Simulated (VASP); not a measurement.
V:

```
V
1.0
     2.77006    0.00000    0.00000
    -1.38503    2.39894    0.00000
     0.00000    0.00000    8.93397
V
4
Direct
  0.00000 0.00000 0.00000
  0.00000 0.00000 0.50000
  0.33333 0.66667 0.75000
  0.66667 0.33333 0.25000
```

The cell was built by a generator and needn't be a form met in nature.

* Program: VASP 6.6.1
* Task: relaxation of cell and atoms
* Functional: PBEsol
* Potentials or basis: VASP PAW PBE potentials, release 64 (V_sv)
* Cutoff: 600 eV
* k mesh: 9 × 9 × 2
* Occupations: gaussian, width 0.1 eV
* Spin: no spin polarisation

At the start: pressure -16.5 GPa; volume 14.84 Å³/atom.

Q: How do energy, volume and symmetry change on relaxing?

A: Over 10 steps the energy falls by 97.4 meV/atom and the volume is 13.34 Å³/atom (-10.1 %); space group P6_3/mmc (No. 194, to 0.05 Å).

The path:
```csv
step,energy change (eV),largest force (eV/Å),pressure (GPa),volume (Å³)
1,0.0000,0.0000,-16.47,59.37
2,0.1607,0.0000,29.82,47.19
3,-0.3471,0.0000,-0.24,53.43
4,-0.3473,0.0000,0.24,53.30
5,-0.3683,0.0000,0.28,53.27
6,-0.3864,0.0000,0.91,53.10
7,-0.3891,0.0000,0.71,53.16
8,-0.3892,0.0000,0.67,53.16
9,-0.3881,0.0000,-1.29,53.71
10,-0.3896,0.0000,-0.01,53.35
```

Final structure:
```xyz
4
Lattice="2.6116 0.0000 0.0000 -1.3058 2.2618 0.0000 0.0000 0.0000 9.0319" Properties=species:S:1:pos:R:3 pbc="T T T"
V     0.0000    0.0000    0.0000
V     0.0000    0.0000    4.5160
V     0.0000    1.5078    6.7740
V     1.3058    0.7539    2.2580
```

Caveat: the PAW data sets were made with another functional, which shifts forces and pressure a little.
